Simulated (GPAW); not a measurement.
A run of GPAW 26.7.0 is set up as follows.

Contents of run.py:

```python
from ase import Atoms
from ase.dft.bandgap import bandgap
from ase.io import write
from ase.units import Bohr, GPa
from gpaw import GPAW, PW
from gpaw.elf import elf_from_dft_calculation

atoms = Atoms(['Zn', 'S'],
              cell=[[0.0, 2.702, 2.702],
                    [2.702, 0.0, 2.702],
                    [2.702, 2.702, 0.0]],
              scaled_positions=[[0.75, 0.75, 0.75],
                                [0.0, 0.0, 0.0]],
              pbc=True)

calc = GPAW(mode=PW(600),
            xc='PBE',
            kpts={'size': (9, 9, 9), 'gamma': True},
            occupations={'name': 'fermi-dirac', 'width': 0.05},
            nbands=18,
            convergence={'density': 1e-05, 'energy': 1e-05},
            maxiter=150,
            txt='gpaw.txt')
atoms.calc = calc
energy = atoms.get_potential_energy()
forces = atoms.get_forces()
stress = atoms.get_stress()
calc.write('gs.gpw')
write('result.traj', atoms)
print(f'Energy: {energy:.6f} eV')
print('Forces (eV/A):')
print(forces.round(4))
print('Stress (GPa):', (stress / GPa).round(3))
print('Fermi level:', round(calc.get_fermi_level(), 4), 'eV')
print(f'Gap: {bandgap(calc)[0]:.4f} eV, direct: {bandgap(calc, direct=True)[0]:.4f} eV')

# fields on the real-space grid
write('density.cube', atoms, data=calc.get_pseudo_density() * Bohr**3)
write('potential.cube', atoms, data=calc.get_electrostatic_potential())
write('elf.cube', atoms, data=elf_from_dft_calculation(calc).data)
```

Potentials or basis: GPAW PAW data sets (gpaw-data 1.2.1), pw.

Launch:

```bash
$ OMP_NUM_THREADS=1 python run.py
```

(1) Estimate the band gap on the k mesh.

(2) Estimate the pressure.

## Answers

(1) 2.10 eV, direct.

(2) 1.6 GPa.

**Experimental background.**

“Electronic, vibrational, and thermodynamic properties of ZnS (zincblende and rocksalt structure)”, 2009, arxiv:0911.5022 quotes, for a bulk crystal of ZnS at 19 K: band gap 3.85 eV (direct).

A measured gap of ZnS is 3.85 eV (direct; 19 K; quoted in “Electronic, vibrational, and thermodynamic properties of ZnS (zincblende and rocksalt structure)”, 2009, arxiv:0911.5022); the calculated 2.10 eV misses it by -1.75 eV. The value is that of PBE, without temperature or zero-point motion. Semilocal functionals fall short of measured gaps as a rule.
